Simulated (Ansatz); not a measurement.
**PbO2 under changes of volume**

One of the cells (13.151 Å³/atom); the others are scaled copies at fixed shape and fractional positions:

```
Pb O
1.0
     0.00000    2.70199    2.70199
     2.70199    0.00000    2.70199
     2.70199    2.70199    0.00000
Pb O
1 2
Direct
  0.00000 0.00000 0.00000
  0.75000 0.75000 0.75000
  0.25000 0.25000 0.25000
```

The cell comes from a database or a generator and needn't be the stable form of this composition.

```yaml
Program: Ansatz 0.2.0
Functional: LDA
Potentials_or_basis: all-electron LAPW, scalar-relativistic
Cutoff: 291 eV (chosen from the basis error)
Basis_error_allowed: 0.002 eV/atom
k_mesh: 9 × 9 × 9
Occupations: fermi-dirac, width 0.05 eV
Spin: no spin polarisation
```

```csv
volume (Å³/atom),energy over the lowest point (meV/atom),pressure (GPa)
12.362,0.00,-1.4
12.625,4.94,-4.6
12.888,?,?
13.151,29.33,-10.0
13.414,47.65,-12.2
13.677,69.38,-14.2
13.940,94.09,-15.9
```

What does the run at 12.888 Å³/atom give?

Energy over the lowest point 14.92 meV/atom; pressure -7.5 GPa.

Worked out: A Birch-Murnaghan fit of order 3 (a polynomial in V^(-2/3)) to the other rows has its minimum at 12.26 Å³/atom, just outside them, with B0 = V·E''(V) = 171 GPa and B' = 5.0. It gives 14.92 meV/atom at 12.888 Å³/atom, against the run's 14.92, and -dE/dV = -7.5 GPa, against -7.5.

Energies are extrapolated to zero smearing.

The runs don't all hold the same shells in valence.
